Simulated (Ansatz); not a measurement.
**Eu**

```xyz
2
Lattice="3.9222 0.0000 0.0000 -1.9611 3.3967 0.0000 0.0000 0.0000 6.2921" Properties=species:S:1:pos:R:3 pbc="T T T"
Eu    0.0000    2.2645    1.5730
Eu    1.9611    1.1322    4.7190
```

Atom numbers follow the list: Eu1, Eu2.

The cell was built from the hcp type and relaxed in the same program, and has space group P6_3/mmc; it needn't be a known or the stable phase.

Where the f shell is localised, expect the real compound to differ from this run without U.

Other magnetic orders may lie lower; this is the state that the run reached.

Spin–orbit coupling is left out, though it moves levels of the heavy atoms by tenths of an eV or more.

Theory: DFT, PBE, all-electron LAPW, scalar-relativistic in Ansatz 0.2.0.

Numerical set-up: a Γ-centred 12×12×6 k mesh, Fermi–Dirac smearing of 0.05 eV, basis error target 0.25 meV/atom, spin-polarised from start moments Eu1 7, Eu2 7 μB.

```
Pressure at this cell : 0.11 GPa
Volume per atom       : 41.91 Å³
```

**Question.** Moments in the spheres: what does the calculation give?

**Answer.** Eu1 7.34 μB.

**Question.** Predict this quantity. Density of states at the Fermi level (0.2 eV bin).

**Answer.** 3.37 states/eV per cell.

**Question.** Moment of the cell: what does the calculation give?

**Answer.** 15.13 μB.

**Question.** Predict this quantity. Band gap.

**Answer.** none: bands cross the Fermi level, a metal.
